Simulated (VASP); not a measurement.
PbF2 (Fluorocronite): band structure with LDA

The system is PbF2 (Fluorocronite).

```
Pb F
1.0
     0.00000    2.96366    2.96366
     2.96366    0.00000    2.96366
     2.96366    2.96366    0.00000
Pb F
1 2
Direct
  0.00000 0.00000 0.00000
  0.75000 0.75000 0.75000
  0.25000 0.25000 0.25000
```

```yaml
Program: VASP 6.6.1
Task: band structure
Functional: LDA
Potentials_or_basis: VASP PAW LDA potentials, release 64 (Pb_d, F)
Cutoff: 520 eV
k_mesh: 6 × 6 × 6
Occupations: gaussian, width 0.02 eV
Spin: spin-orbit coupling, no magnetisation
Ladder: gaps
Further_INCAR_settings: ALGO = Normal; EDIFF = 1e-06
```

| Property | Result |
| --- | --- |
| Pressure | -4.6 GPa |
| Valence electrons inside the program's atomic spheres | Pb 11.71; F 6.03 |

Wall time 70 s on 2 MPI ranks on Intel(R) Xeon(R) 6975P-C (Granite Rapids), on a shared host, peak memory 0.3 GiB a rank.
